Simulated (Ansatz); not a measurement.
## NbSi2As4 monolayer in a perpendicular field

Wanted: the out-of-plane response of the NbSi2As4 monolayer. A positive field points along +c.

Calculated with Ansatz 0.2.0; plane-wave DFT, PBE-D3(BJ), Ansatz PAW.

## (1) Set-up

The cell holds 7 atoms: 4 As, 2 Si and 1 Nb. Its edges and angles: a = 3.630 Å, b = 3.630 Å, c = 49.414 Å, α = 90.0°, β = 90.0°, γ = 120.0°. Vacuum lies along c.

## (2) Relaxing the slab

The starting cell is a guess, so the in-plane lattice and the atoms are relaxed first, with the slab cut off from its images along the normal.

The input, input.yaml:

```yaml
crystal:
  lattice:
    - [3.63, 0.0, 0.0]
    - [-1.815, 3.1436722157, 0.0]
    - [0.0, 0.0, 49.414432004]
  atoms:
    - { symbol: As, position: [0.0, 0.0, 0.4067637568] }
    - { symbol: Si, position: [0.3333333333, 0.6666666667, 0.4221837686] }
    - { symbol: As, position: [0.3333333333, 0.6666666667, 0.467312285] }
    - { symbol: Nb, position: [0.0, 0.0, 0.5], spin: 1.0 }
    - { symbol: As, position: [0.3333333333, 0.6666666667, 0.532687715] }
    - { symbol: Si, position: [0.3333333333, 0.6666666667, 0.5778162314] }
    - { symbol: As, position: [0.0, 0.0, 0.5932362432] }
  periodic: [true, true, false]
magnetization:
  spin_polarized: true
kpoints:
  mp_grid: { grid: [12, 12, 1] }
hamiltonian:
  xc: pbe
  dispersion: d3bj
scf:
  occupations: { method: fermi_dirac, width: 0.05 }
  convergence: { dr2_threshold: 1.0e-09 }
relax:
  f_tol: 0.004
  max_steps: 90
  cell: {}
output:
  write_potential: true
  write_density: true
  volumetric_format: npy
```

The run is started by

```bash
$ ansatz run input.yaml --threads 4 --pin off --max-ram 6144MiB --backend cpu --events-out ev --progress --plain --runs-dir out
```

Numbers of over 12 decimals in the logs are rounded to 6 here.

Output:

```text
Warning: relax.cell: scf.convergence.dr2_threshold = 1e-9 eV is looser than the 1.89602010633e-10 eV advised for a relaxation that steers and ends on the stress (1e-10 eV for each atom of the cell: 7, times the square of relax.cell.stress_2d_tol = 0.05 N/m over 19.2 Å (the atoms' height at the walk's start and 5 Å past either face), 2.602e-2 GPa, over a crystal's default 0.05). What an SCF threshold leaves in a stress goes as its square root, and in the free energy as the threshold itself, and one threshold admits the most on a small cell: [figures from the program's tests cut] Set scf.convergence.dr2_threshold to 1.89602010633e-10 eV or tighter. [rest of the remark cut]
Engine: ansatz 0.2.0, x86_64-unknown-linux-gnu
Pseudopotentials: kind: paw
Pseudopotential: As, paw, valence charge 15, recommended cutoff 420 eV (normal), As.paw.azcp
Pseudopotential: Si, paw, valence charge 4, recommended cutoff 420 eV (normal), Si.paw.azcp
Pseudopotential: Nb, paw, valence charge 13, recommended cutoff 420 eV (normal), Nb.paw.azcp
Functional definition: PBE
  parameter kappa = 0.804
  parameter beta = 0.066725
  exchange = pbe_x(kappa = kappa, mu = beta*pi^2/3)
  correlation = pbe_c(beta = beta)
Crystal: 7 atoms, lattice volume = 563.894 Å³
Basis set: ecut = 420 eV, 10905 PW (Γ), exchange–correlation on 50×50×720 points (8 copies of the dense FFT grid, shifted against one another)
Bands: 50, of which v1, the nominal top of the filled ones, is band 41 counted from 1 (40 counted from 0)
Symmetry: 12 space group operations
Space group: P-6m2 (ITA 187), of the structure as read, at distance tolerance 8.3e-5 Å
Magnetic group: BNS 187.209 (UNI 1439), of the structure as read, at distance tolerance 8.3e-5 Å
k-points: 19 of 144 (time reversal used)
Non-local potential: As, projectors of the file, l = 0: 2, l = 1: 2, l = 2: 3, l = 3: 1
Non-local potential: Si, projectors of the file, l = 0: 2, l = 1: 2, l = 2: 2
Non-local potential: Nb, projectors of the file, l = 0: 3, l = 1: 2, l = 2: 2, l = 3: 1
PAW form: soft (Blöchl's): semilocal exchange-correlation on the pseudo side does not see the compensation charge
PAW one-centre angular grid: As, 590 points (default); XC on 64 Gauss nodes
PAW one-centre angular grid: Si, 110 points (default); XC on 64 Gauss nodes
PAW one-centre angular grid: Nb, 590 points (default); XC on 64 Gauss nodes
Initial density: superposition of atomic densities (neutral atoms: chi_scale 0, normalization atom)
Starting moments: Σ|m| = 1 μB on 1 of 7 sites
Initial wavefunctions: pseudopotential atomic-orbital guess
Functional: x = pbe(κ = 0.804, μ = 0.219515), c = pbe(β = 0.066725)
SCF iter   1: F=—  HF=-25251.725225 eV  |F-HF|=—  |Δ(HF+E_count)|=         —  Δρ=1.35e-2 (↑1.35e-2 ↓1.20e-2)  dr2=5.32e0  dr2_m=2.75e-2  M=0.658 μB ∫|m|=0.805 μB  β_m=0.30  ethr=3.10e-3  ⟨swp⟩=14.4  Hψ=11103  notcnv=0  defer=5
Mixer restart at iter 1: flushing history
preconditioner: auto → LDOS  [metal: Δε(μ)=0.069 eV  Ē_g=8.740 eV  σ=0.050 eV  W_gap=0.33  n_scr=30 (ndim 8)  ℏωp=9.0 eV  f_vac=0.730  D(μ)=1.91/eV (n_scr^D=12)]
spin=Collinear: LDOS preconditioning applied to the charge; magnetization (m = ρ↑ − ρ↓) channel mixes plain (no charge-response kernel on spin).
SCF iter   2: F=—  HF=-25250.948795 eV  |F-HF|=—  |Δ(HF+E_count)|=   7.76e-1  Δρ=8.65e-3 (↑8.65e-3 ↓7.83e-3)  dr2=1.74e0  dr2_m=1.35e-2  M=0.658 μB ∫|m|=0.781 μB  β_m=0.51  ethr=3.10e-3  ⟨swp⟩=3.5  Hψ=3176  notcnv=0  defer=91
SCF iter   3: F=—  HF=-25250.748506 eV  |F-HF|=—  |Δ(HF+E_count)|=   2.00e-1  Δρ=2.15e-3 (↑2.06e-3 ↓2.15e-3)  dr2=5.23e-2  dr2_m=2.25e-3  M=0.610 μB ∫|m|=0.700 μB  β_m=0.63  ethr=2.15e-3  ⟨swp⟩=3.4  Hψ=3672  notcnv=0  defer=91
SCF iter   4: F=—  HF=-25250.768749 eV  |F-HF|=—  |Δ(HF+E_count)|=         —  Δρ=1.58e-3 (↑1.58e-3 ↓1.18e-3)  dr2=1.35e-2  dr2_m=8.49e-3  M=0.420 μB ∫|m|=0.483 μB  β_m=0.63  ethr=6.46e-5  ⟨swp⟩=3.5  Hψ=4835  notcnv=0  defer=91
SCF iter   5: F=—  HF=-25250.768710 eV  |F-HF|=—  |Δ(HF+E_count)|=   3.86e-5  Δρ=8.61e-4 (↑8.61e-4 ↓8.43e-4)  dr2=1.16e-3  dr2_m=3.66e-3  M=0.350 μB ∫|m|=0.397 μB  β_m=0.82  ethr=1.66e-5  ⟨swp⟩=3.5  Hψ=3971  notcnv=0  defer=91
SCF iter   6: F=—  HF=-25250.771483 eV  |F-HF|=—  |Δ(HF+E_count)|=   2.77e-3  Δρ=5.79e-4 (↑5.36e-4 ↓5.79e-4)  dr2=1.70e-3  dr2_m=1.53e-3  M=0.261 μB ∫|m|=0.292 μB  β_m=0.90  ethr=1.43e-6  ⟨swp⟩=3.3  Hψ=4357  notcnv=0  defer=91
SCF iter   7: F=—  HF=-25250.773318 eV  |F-HF|=—  |Δ(HF+E_count)|=   1.83e-3  Δρ=2.37e-4 (↑2.05e-4 ↓2.37e-4)  dr2=4.93e-5  dr2_m=2.46e-4  M=0.136 μB ∫|m|=0.147 μB  β_m=0.95  ethr=1.43e-6  ⟨swp⟩=3.1  Hψ=4164  notcnv=0  defer=91
SCF iter   8: F=—  HF=-25250.773976 eV  |F-HF|=—  |Δ(HF+E_count)|=   6.58e-4  Δρ=8.88e-5 (↑8.88e-5 ↓7.55e-5)  dr2=5.05e-5  dr2_m=3.04e-5  M=0.053 μB ∫|m|=0.055 μB  β_m=0.83  ethr=6.08e-8  ⟨swp⟩=5.0  Hψ=4990  notcnv=0  defer=91
SCF iter   9: F=—  HF=-25250.774050 eV  |F-HF|=—  |Δ(HF+E_count)|=   7.44e-5  Δρ=4.11e-5 (↑4.11e-5 ↓3.31e-5)  dr2=1.05e-5  dr2_m=6.36e-6  M=0.023 μB ∫|m|=0.024 μB  β_m=0.92  ethr=6.08e-8  ⟨swp⟩=3.0  Hψ=4083  notcnv=0  defer=91
SCF iter  10: F=—  HF=-25250.774073 eV  |F-HF|=—  |Δ(HF+E_count)|=   2.28e-5  Δρ=9.23e-6 (↑9.23e-6 ↓9.23e-6)  dr2=1.33e-6  dr2_m=2.58e-7  M=0.004 μB ∫|m|=0.004 μB  β_m=0.84  ethr=1.29e-8  ⟨swp⟩=3.7  Hψ=4182  notcnv=0  defer=91
SCF iter  11: F=—  HF=-25250.774073 eV  |F-HF|=—  |Δ(HF+E_count)|=   2.34e-7  Δρ=3.33e-6 (↑3.00e-6 ↓3.33e-6)  dr2=1.75e-7  dr2_m=2.56e-8  M=0.000 μB ∫|m|=0.000 μB  β_m=0.78  ethr=1.64e-9  ⟨swp⟩=3.4  Hψ=4297  notcnv=0  defer=91
SCF iter  12: F=—  HF=-25250.774073 eV  |F-HF|=—  |Δ(HF+E_count)|=   5.22e-8  Δρ=1.43e-6 (↑1.33e-6 ↓1.43e-6)  dr2=1.67e-8  dr2_m=6.40e-9  M=0.000 μB ∫|m|=0.000 μB  β_m=0.79  ethr=2.16e-10  ⟨swp⟩=3.5  Hψ=4199  notcnv=0  defer=91
SCF iter  13: F=—  HF=-25250.774073 eV  |F-HF|=—  |Δ(HF+E_count)|=   3.47e-8  Δρ=6.23e-7 (↑5.41e-7 ↓6.23e-7)  dr2=2.94e-9  dr2_m=1.27e-9  M=0.000 μB ∫|m|=0.000 μB  β_m=0.78  ethr=2.06e-11  ⟨swp⟩=3.3  Hψ=4162  notcnv=0  defer=91
SCF iter  14: F=—  HF=-25250.774073 eV  |F-HF|=—  |Δ(HF+E_count)|=   1.10e-8  Δρ=1.09e-7 (↑1.03e-7 ↓1.09e-7)  dr2=9.47e-11  dr2_m=2.72e-11  M=0.000 μB ∫|m|=0.000 μB  β_m=0.88  ethr=3.63e-12  ⟨swp⟩=3.6  Hψ=4240  notcnv=0  defer=91
SCF iter  15: F=-25250.774073 eV  HF=-25250.774073 eV  |F-HF|=0.00e0  |Δ(HF+E_count)|=   1.96e-9  Δρ=2.65e-8 (↑2.65e-8 ↓2.22e-8)  dr2=2.66e-11  dr2_m=7.12e-13  M=-0.000 μB ∫|m|=0.000 μB  ethr=1.00e-12  ⟨swp⟩=7.9  Hψ=11698  notcnv=0
[...]
relax step   5: F+E_penalty+E_count = -25252.13013794 eV  Δ(F+E_penalty+E_count) = -3.718e-4 eV  max|allowed force component| = 1.275e-2 eV/Å  Δτ_max = 0.0035 Å  P = -0.016 N/m  Ω = 562.292 Å³  energy of the carried Pulay correction = +6.094e-5 eV  fix = [c, alpha, beta]  reactions: c -0.000 N/m  (8 SCF iters, accepted)
[...]
relax step   6: F+E_penalty+E_count = -25252.13014609 eV  Δ(F+E_penalty+E_count) = -8.152e-6 eV  max|allowed force component| = 2.796e-4 eV/Å  Δτ_max = 0.0006 Å  P = -0.001 N/m  Ω = 562.303 Å³  energy of the carried Pulay correction = +6.051e-5 eV  fix = [c, alpha, beta]  reactions: c -0.000 N/m  (6 SCF iters, accepted)
Initial wavefunctions: pseudopotential atomic-orbital guess (no wavefunctions were taken with the density)
iter 1 solved again at ethr=1.19e-6 eV; its pass at ethr=3.10e-3 eV (dr2=9.64e-4 eV) is discarded
SCF iter   1: F=—  HF=-25252.130063 eV  |F-HF|=—  |Δ(HF+E_count)|=         —  Δρ=1.06e-6 (↑1.06e-6 ↓1.04e-6)  dr2=1.03e-8  dr2_m=4.84e-11  M=-0.000 μB ∫|m|=0.000 μB  β_m=0.65  ethr=1.19e-6  ⟨swp⟩=6.9  Hψ=18490  notcnv=0
eigensolver tolerance schedule: the retry pair's looser diagonalisation over-reported the residual by 93664.56 of it (diagonalisation noise at an unbounded share of the residual, at the tolerance the schedule requests for it); recorded, not acted on — ethr = c·dr2/N_el stays at c = 1.0e-1
preconditioner: auto → LDOS  [metal: Δε(μ)=0.059 eV  Ē_g=8.141 eV  σ=0.050 eV  W_gap=0.29  n_scr=26 (ndim 8)  ℏωp=9.0 eV  f_vac=0.721  D(μ)=3.10/eV (n_scr^D=14)]
spin=Collinear: LDOS preconditioning applied to the charge; magnetization (m = ρ↑ − ρ↓) channel mixes plain (no charge-response kernel on spin).
SCF iter   2: F=—  HF=-25252.130088 eV  |F-HF|=—  |Δ(HF+E_count)|=   2.51e-5  Δρ=6.88e-7 (↑6.80e-7 ↓6.88e-7)  dr2=7.91e-9  dr2_m=3.50e-11  M=-0.000 μB ∫|m|=0.000 μB  β_m=0.38  ethr=1.27e-11  ⟨swp⟩=6.7  Hψ=8045  notcnv=0
SCF iter   3: F=—  HF=-25252.130088 eV  |F-HF|=—  |Δ(HF+E_count)|=   1.18e-9  Δρ=4.22e-7 (↑4.16e-7 ↓4.22e-7)  dr2=1.54e-9  dr2_m=2.33e-11  M=-0.000 μB ∫|m|=0.000 μB  β_m=0.69  ethr=9.76e-12  ⟨swp⟩=3.1  Hψ=3728  notcnv=0
SCF iter   4: F=-25252.130088 eV  HF=-25252.130088 eV  |F-HF|=1.25e-9  |Δ(HF+E_count)|=  7.20e-10  Δρ=1.10e-7 (↑1.10e-7 ↓8.49e-8)  dr2=3.92e-10  dr2_m=9.16e-12  M=-0.000 μB ∫|m|=0.000 μB  ethr=1.23e-12  ⟨swp⟩=13.2  Hψ=15026  notcnv=0
the starting moments were not kept: the SCF closed with an absolute magnetisation of 4.8e-5 μB, where they sum to 1 μB in size (1 site). That is at most 0.1 of that sum. Measured as dr2_m measures the in/out step, that magnetisation stands 3.3e-10 eV from none, at or under the dr2_threshold of 1.0e-9 eV: it is no larger than a step whose dr2_m would equal this threshold.
SCF 7 converged in 4 iterations: F = -25252.130088 eV  dr2 = 3.92e-10
relax step   7: F+E_penalty+E_count = -25252.13008809 eV  Δ(F+E_penalty+E_count) = +5.799e-5 eV  max|allowed force component| = 2.772e-4 eV/Å  Δτ_max = 0.0000 Å  P = -0.004 N/m  Ω = 562.303 Å³  fix = [c, alpha, beta]  reactions: c -0.000 N/m  stress off target by 3.52e-3 N/m on what of the cell is left free  SCF on the basis re-selected at this cell (its energy is not comparable with the rows above)  (4 SCF iters)
basis re-selected at this cell: Δ(F+E_penalty+E_count) = +5.799e-5 eV, ΔP = -0.002 N/m vs the last step (what re-selecting the basis moved, of the pressure what is left beyond the Pulay correction that the steps carried, after the strain that the cell walked since its last selection, with what the two solves' SCF thresholds leave and, on support functions, any second-order correction that the steps lacked; it is no m [...]
WARN: The input density's exchange-correlation potential varies sharply where the density is thin. Do not read a vacuum level from v_tot or v_xc, or from such a field of the output density. On a cell that repeats whose density bears no net charge and no dipole along the vacuum's axis use v_es (v_loc + v_h of the components); under efield.dipole_correction with no amplitude use v_es + v_field, which holds any external [...]
SCF converged after 4 iterations
Magnetization: -0.0000 μB (40.5000 up, 40.5000 down)
Absolute magnetization: 0.0000 μB (∫|ρ↑−ρ↓|, with the PAW one-centre terms)
Spin contamination: 0.0000 ħ² per cell (⟨S²⟩ above its minimum at these occupations)
Per-site moments (μB) at R_I (Å): [(-2.569502856135976e-7, 0.975826), (-6.859351429251302e-7, 0.965708), (3.8441111644816467e-7, 0.965708), (-2.479697336896667e-5, 1.074315), (3.8441111684448095e-7, 0.965708), (-6.85935143092174e-7, 0.965708), (-2.5695028535432633e-7, 0.975826)]
Free energy (F): -25252.130088 eV
Harris-Foulkes:  -25252.130088 eV  (|F-HF|=1.25e-9)
Internal energy: -25252.104610 eV  (E = F + TS)
E sigma→0 (E₀):  -25252.117349 eV
Entropy (-TS):   -0.025478 eV (-3.640 meV/atom)
Fermi energy:    -4.994934 eV
--- Per-component energies (eV) ---
  E_band       = -2262.959618
  E_kinetic    = 889.542262
  E_local      = -446551.062626  (includes V_loc(G=0)·N_el)
  E_nonlocal   = -2510.805973
  E_hartree    = 222859.288490
  E_xc         = -603.688865
  E_vxc        = -624.676779  (∫ρ·V_xc dr)
  E_paw        = -11439.857208  (= ΣΔE_a)
  E_vpaw       = 815.472552  (= ΣTr[D̂ρ^β])
  E_aug_tail   = 0.000051  (compensation charges beyond the density's cutoff)
  E_ewald      = 212107.004720
  E_disp       = -2.525460  (pairwise vdW)
  E_smearing   = -0.025478  (= −TS)
  E_closure    = -0.000000  (closes the sum)
  Σ components = -25252.130088   (vs F -25252.130088, Δ=0.00e0)
--- Forces (eV/Å), atoms counted from 1 ---
  atom   1  As    -0.00000000     0.00000000     0.00010761
  atom   2  Si     0.00000000    -0.00000000    -0.00015573
  atom   3  As     0.00000000     0.00000000     0.00027716
  atom   4  Nb     0.00000000     0.00000000    -0.00000000
  atom   5  As     0.00000000     0.00000000    -0.00027716
  atom   6  Si     0.00000000    -0.00000000     0.00015573
  atom   7  As    -0.00000000     0.00000000    -0.00010761
  max |Σ_I F_I| component: 4.88e-16 eV/Å
--- 2D stress c σ (N/m, compression-positive) ---
       -0.003522      -0.000000      -0.000000
       -0.000000      -0.003522      -0.000000
       -0.000000      -0.000000      -0.000000
  P = ½ c Tr σ = -0.0035 N/m
--- Band table (eV; the first three rows and the last of 38) ---
  k-point 0 ↑: bands = [... 37 lower, -5.5655, -5.2418, -5.2418, -4.7116, -2.5178, -2.4492, -2.0856, -2.0856, ... 5 higher]
  k-point 1 ↑: bands = [... 37 lower, -5.7450, -5.3819, -5.3795, -4.6925, -2.4109, -2.3577, -1.8927, -1.8358, ... 5 higher]
  k-point 2 ↑: bands = [... 37 lower, -6.0512, -5.7017, -5.7002, -4.8251, -2.8256, -2.7698, -1.8667, -1.8444, ... 5 higher]
  k-point 18 ↓: bands = [... 37 lower, -7.4619, -6.4228, -5.6559, -4.3546, -3.4746, -3.3216, -3.0556, -2.4291, ... 5 higher]
  the weakly bound empty levels are not read free of the cell's end (no_gap_told)
--- Relaxed structure (6 steps of the walk, 6 accepted, 1 SCFs on fresh bases) ---
  F+E_penalty+E_count = -25252.13008809 eV   max|allowed force component| = 2.772e-4 eV/Å   (the final SCF, on the basis selected at the relaxed cell)
  cell:  # Å, volume = 562.3030 Å³
    - [3.624875, 0, 0]
    - [-1.812437, 3.139234, 0]
    - [0, 0, 49.414432004]
  atoms:
    - { symbol: As, position: [9.434800694997334e-18, -5.363475940910595e-17, 0.398933] }
    - { symbol: Si, position: [0.333333, 0.666667, 0.421252] }
    - { symbol: As, position: [0.333333, 0.666667, 0.468629] }
    - { symbol: Nb, position: [1.057355261855499e-17, -5.1357255561990634e-17, 0.500000] }
    - { symbol: As, position: [0.333333, 0.666667, 0.531371] }
    - { symbol: Si, position: [0.333333, 0.666667, 0.578748] }
    - { symbol: As, position: [1.1712304542112662e-17, -4.907975171487529e-17, 0.601067] }
```

Elapsed: 3.9 min, on 4 threads of Intel Xeon Platinum 8259CL at 2.50GHz (Skylake/Cascade Lake), shared host; peak memory 1.6 GiB.

The steps of the relaxation:

| step | energy less that of the first step (eV) | largest force component (eV/Å) | volume (Å³) |
| --- | --- | --- | --- |
| 1 | 0.0000 | 3.1666 | 563.89 |
| 2 | -1.1800 | 0.8899 | 559.64 |
| 3 | -1.3508 | 0.1851 | 557.07 |
| 4 | -1.3557 | 0.0713 | 561.55 |
| 5 | -1.3561 | 0.0127 | 562.29 |
| 6 | -1.3561 | 0.0003 | 562.30 |
| 7* | -1.3560 | 0.0003 | 562.30 |

Relaxation steps marked * repeat the geometry before them on a plane-wave basis chosen anew for their cell, so energy and pressure can jump there.

Forces are held to the 12 operations that the run works with; a distortion that breaks them can't arise in this run.

| cell as run | before | after | change |
| --- | --- | --- | --- |
| a (Å) | 3.630 | 3.625 | -0.1 % |
| b (Å) | 3.630 | 3.625 | -0.1 % |

The atoms that moved most (Å, along periodic axes as changes of fractional coordinates times the final cell, across vacuum about the mean position):

| atom | dx | dy | dz | length |
| --- | --- | --- | --- | --- |
| As1 | 0.000 | 0.000 | -0.387 | 0.387 |
| As7 | 0.000 | 0.000 | 0.387 | 0.387 |
| As5 | 0.000 | 0.000 | -0.065 | 0.065 |
| As3 | 0.000 | 0.000 | 0.065 | 0.065 |
| Si2 | 0.000 | 0.000 | -0.046 | 0.046 |
| Si6 | 0.000 | 0.000 | 0.046 | 0.046 |

Numbers from this step:

| Item | Value |
| --- | --- |
| energy at zero smearing | -25252.1173 eV |

The lattice constant a goes from 3.630 to 3.625 Å.

(Part 1 of 2 ends here.)

[Logs are printed without paths, hosts, clocks, repeated set-up lines and the standing remarks that a program may print on its own settings, such as how far it seeks lower states.]

[Hosts, paths, dates, database ids (printed as entryN), source tags and the programs' standing remarks are cut or masked in the printed files.]

[Maps of the electrostatic potential energy from Ansatz leave out the sawtooth potential of an applied field or a dipole correction, so their vacuum need not be flat; planar profiles and work functions include it.]
